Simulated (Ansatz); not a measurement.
# B3As3H2 (flat sheet): the cost of one run

Program: Ansatz 0.2.0. Level of theory: DFT PBE, scalar-relativistic, plane waves, PAW. These are calculated values, not measurements.

4 further runs of the same task are left out: 4 set aside as unsound or not needed.

## 1. The system as given

Symmetry: P-6m2, No. 187, hexagonal system. Conventional cell: a = 3.384 Å, b = 3.384 Å, c = 23.800 Å, α = 90.00°, β = 90.00°, γ = 120.00°. B (site symmetry -6m2) has 3 As at 1.95 Å in its first shell of neighbours. As (site symmetry -6m2) is surrounded by 3 B at 1.95 Å.

As a file:

```xyz
2
Lattice="3.3842 0.0000 0.0000 -1.6921 2.9308 0.0000 0.0000 0.0000 23.8000" Properties=species:S:1:pos:R:3 pbc="T T T"
B     0.0000    1.9538    9.0000
As    1.6921    0.9769    9.0000
```

This sheet was relaxed beforehand with the same method; its gap on the mesh is 0.76 eV.

## 2. Next: the zigzag ribbon, N = 3 with H caps

The ribbon is cut from the relaxed sheet, periodic along c; N counts formula units a period. The edge energy is the mean of both edges over the sheet, -2505.6717 eV an atom. Each H cap counts from half an H2 molecule (-15.872 eV in a separate run).

The cell holds 3 B, 3 As, 2 H: a = 18.500 Å, b = 9.300 Å, c = 3.384 Å, α = 90.00°, β = 90.00°, γ = 90.00°.

## 3. Relaxing it

Pressure and volume refer to the whole cell with its vacuum; only the period along c may change.

Contents of input.yaml:

```yaml
crystal:
  lattice:
    - [18.5, 0.0, 0.0]
    - [0.0, 9.3, 0.0]
    - [0.0, 0.0, 3.3841621092]
  atoms:
    - { symbol: B, position: [0.3769022362, 0.5, 0.0] }
    - { symbol: B, position: [0.5353222555, 0.5, 0.5] }
    - { symbol: B, position: [0.6937422748, 0.5, 0.0] }
    - { symbol: As, position: [0.3240955631, 0.5, 0.5] }
    - { symbol: As, position: [0.4825155824, 0.5, 1.0] }
    - { symbol: As, position: [0.6409356017, 0.5, 0.5] }
    - { symbol: H, position: [0.7580665991, 0.5, 1.0] }
    - { symbol: H, position: [0.2419334009, 0.5, 0.5] }
basis:
  ecutwfc: 420
kpoints:
  mp_grid: { grid: [1, 1, 16] }
hamiltonian:
  xc: pbe
scf:
  occupations: { method: gaussian, width: 0.05 }
output:
  forces: true
  stress: true
  eigenvalues: true
  populations: true
  write_density: true
  write_potential: true
  elf: true
  volumetric_format: npy
relax:
  adjacent_minimum: "off"
  f_tol: 0.02
  max_steps: 45
  cell: { fix: [a, b, alpha, beta, gamma], stress_tol: 0.03 }
```

Command:

```console
> ansatz run input.yaml --threads 4 --pin off --max-ram 11264MiB --backend cpu --events-out ev --progress --plain --runs-dir out
```

**Question.** How long does this run take on 4 threads of AMD EPYC 7R43 (Zen 3), shared host, and how much memory does it need?

About 44 s, with a peak of 0.98 GiB.
